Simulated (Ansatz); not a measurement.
## A series in volume per atom on Ta

Periodic Kohn-Sham DFT of a crystal at fixed atoms; pressure and stress are positive in compression; the energy is the free energy less that of spherical unpolarised free atoms; site moments are those in the method's own spheres, positive along +z. The results are calculated, by Ansatz 0.2.0.

Cell of the first row (space group Im-3m, No. 229):
```
Ta
1.0
     -1.6176     1.6176     1.6176
      1.6176    -1.6176     1.6176
      1.6176     1.6176    -1.6176
Ta
1
Direct
  0.00000 0.00000 0.00000
```

Settings of every row: method all-electron PAW; functional PBE; relativity scalar; k mesh 17x17x17; filling fermi-dirac; smearing width 0.08 eV; nucleus gaussian.

Atom start moment: 0 on all atoms.

Limits: no spin-orbit coupling on heavy atoms.

| row | volume per atom (Å³) | pressure (GPa) |
| --- | --- | --- |
| 1 | 16.93 | 17.374 |
| 2 | 16.939 | 17.237 |
| 3 | 17.29 | 12.134 |
| 4 | 17.65 | 7.378 |
| 5 | 17.83 | 5.166 |
| 6 | 18.01 | 3.06 |
| 7 | 18.19 | ? |
| 8 | 18.371 | -0.858 |
| 9 | 18.731 | -4.417 |
| 10 | 19.091 | -7.65 |

Question: what pressure should row 7 give?

Worked fit of pressure. Take u = (V_r/V)^(2/3) − 1 with V_r = 17.83 Å³ an atom, which is twice the finite (Eulerian) strain; such expansions in the strain, on which the Birch-Murnaghan equation of state is built, carry the rest volume and the bulk modulus. The shown rows have u = 0.03513, 0.03477, 0.02071, 0.00679, 0, -0.00667, -0.01973, -0.03233, -0.04453. Least squares give pressure = 5.168 + 320.297 × u + 753.61 × u² + 548 × u³ GPa; a parabola predicts inner rows, each left out in turn, worse (root mean square 0.0092 against 0.0051 GPa). The rows lie off it by 0.000, -0.002, 0.005, 0.000, -0.002, -0.005, 0.004, 0.001, -0.001 (root mean square 0.0029 GPa). The pressure vanishes at u = -0.0168, or V = 18.29 Å³ an atom, and there the bulk modulus at fixed shape and fractions is B = −V dP/dV = (2/3)(1 + u) dP/du = 194 GPa. The withheld row has u = -0.01324, so the fit gives 5.168 + 320.297 × (-0.01324) + 753.61 × (-0.01324)² + 548 × (-0.01324)³ = 1.058 GPa.

The calculation gave 1.054 GPa. The fit lies 0.004 GPa (0.016 % of the column's range) above it; its largest miss of a shown row is 0.005 GPa.
